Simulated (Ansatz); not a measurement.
Runs of Ansatz 0.2.0 on Al. Symmetry: Fm-3m, No. 225, cubic system. Conventional cell: a = 4.050 Å, b = 4.050 Å, c = 4.050 Å, α = 90.00°, β = 90.00°, γ = 90.00°. Around Al (site symmetry m-3m) lie 12 Al at 2.86 Å. 

```csv
task,level,cell,cutoff (eV),smearing,points for each segment of the path,gap on the mesh (eV),pressure (GPa),relaxed volume (Å³/atom)
band structure,BLYP,as given,420,fermi-dirac 0.05 eV,14,none,(a),-
relaxation of cell and atoms,LDA,relaxed,420,fermi-dirac 0.05 eV,-,-,0.0,15.83
band structure,LDA,as given,420,fermi-dirac 0.05 eV,14,none,-3.7,-
relaxation of cell and atoms,PBEsol,relaxed,420,fermi-dirac 0.05 eV,-,none,0.0,(b)
single point,PBE,as given,420,gaussian 0.013 eV,-,none,-0.5,-
single point,PBE,as given,420,gaussian 0.014 eV,-,none,-0.5,-
relaxation of cell and atoms,RPBE,relaxed,420,fermi-dirac 0.05 eV,-,-,0.0,16.82
band structure,r2SCAN,as given,500,fermi-dirac 0.05 eV,14,none,-3.4,-
band structure,revPBE,as given,420,fermi-dirac 0.05 eV,14,none,0.7,-
single point,PBE,as given,420,gaussian 0.012 eV,-,none,-0.5,-
relaxation of cell and atoms,PBE,relaxed,420,fermi-dirac 0.05 eV,-,none,0.0,16.51
band structure,PBEsol,as given,420,fermi-dirac 0.05 eV,14,none,-1.9,-
```

Alike in all rows: potentials or basis Ansatz PAW; no spin polarisation; k mesh 11 × 11 × 11.

Task: Fill in the values left out.

Result: (a) 3.0; (b) 16.21.

Caveats: the PAW data sets come from PBE, with cores solved anew for the run's functional, which leaves a small shift of forces and pressure (some runs); the plane-wave basis is chosen anew once the cell has moved, so the energies of steps on either side of that aren't comparable (some runs).

A gap of «none» marks a metal or a gap under the smearing width.
